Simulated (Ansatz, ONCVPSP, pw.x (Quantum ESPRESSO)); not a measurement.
**Equation-of-state test of one ONCV potential (Ga (Z = 31))**

| Property | Result |
| --- | --- |
| Element | Ga |
| Generator | ONCVPSP 4.0.1 |
| Type | optimised norm-conserving Vanderbilt (ONCV) |
| Functional | LDA (Perdew-Wang 92) |
| Relativity | scalar-relativistic |
| Frozen core | [Ar] 3d10 |
| Valence charge | 3 |
| Reference configuration | 4s2 4p1 |
| Partial waves | 4s: rc 1.85 bohr, ncon 3, nbas 6, qcut 3.8 1/bohr, 2 projectors, debl 1 Ha; 4p: rc 1.75 bohr, ncon 5, nbas 9, qcut 4.2 1/bohr, 2 projectors, debl 3.9 Ha; d scattering state at 0.08 Ha: rc 2.00 bohr, ncon 4, nbas 8, qcut 4.7 1/bohr, 2 projectors, debl 4 Ha |
| Local potential | polynomial inside 1.25 bohr (lpopt 5, dvloc0 0 Ha) |
| Core correction | Teter function, fcfact 5, rcfact 1.65 |

Atomic tests: cutoffs needed: 6.8 Ha and 66 Ha (the cutoffs (Ha) at which the residual kinetic energy of the hardest occupied pseudo-wave falls to 1 and 0.1 mHa per electron) The cutoffs count occupied waves only; projector 2 of the p channel, the hardest unoccupied one, needs 104 Ha at the loose tolerance.; ghost test: no bound ghost flagged; GHOST(+) flagged for s at 52.7 eV, d at 90.4 eV, p at 173.2 eV, d at 498.2 eV; largest excitation error: -408 meV (all-electron minus pseudo) for 4s1 4p0, out of 4 test configurations.

Crystal test: fcc Ga in pw.x 7.5, no spin, 14³ k-points, Fermi–Dirac smearing 0.01 Ry, cutoffs 155/620 Ry. The reference is all-electron LAPW (Ansatz 0.2.0) with the same functional, mesh and smearing; V0 and B0 come from Birch–Murnaghan fits to the pressures at five volumes. Errors are pseudo minus all-electron; Δ is the rms difference of the E(V) curves that follow from these fits, minima aligned, over ±6 % about the mean V0. Mesh and smearing are coarse, so the numbers serve the comparison and aren't converged zero-temperature values; the lattice is a test structure that the element need not adopt.

```csv
V (Å³/atom),P all-electron (GPa),P pseudo (GPa)
16.293,3.76,10.42
16.721,1.73,7.82
17.150,-0.02,5.54
17.579,-1.53,3.55
18.008,-2.83,1.81
```

All-electron: a0 = 4.093 Å (V0 = 17.15 Å³/atom), B0 = 65.0 GPa.

Pseudopotential: mean pressure error (GPa): +5.61. The pressure does not cross zero within the volumes sampled, so no fit is given. This is a poor potential for the solid.

At the middle volume, how do free energy and pressure move when the wave cutoff is lowered (ecutrho kept at four times it)?

```csv
cutoff (Ry),shift of F (meV/atom),shift of P (GPa)
70,+28.6,+0.39
93,+19.9,+0.25
124,+5.4,+0.02
```

The run at the middle volume (104 k-points, 6 iterations) took about 35 s on one core of a shared host (Intel(R) Xeon(R) Platinum 8488C, 192 threads, 744 GiB, load 51).
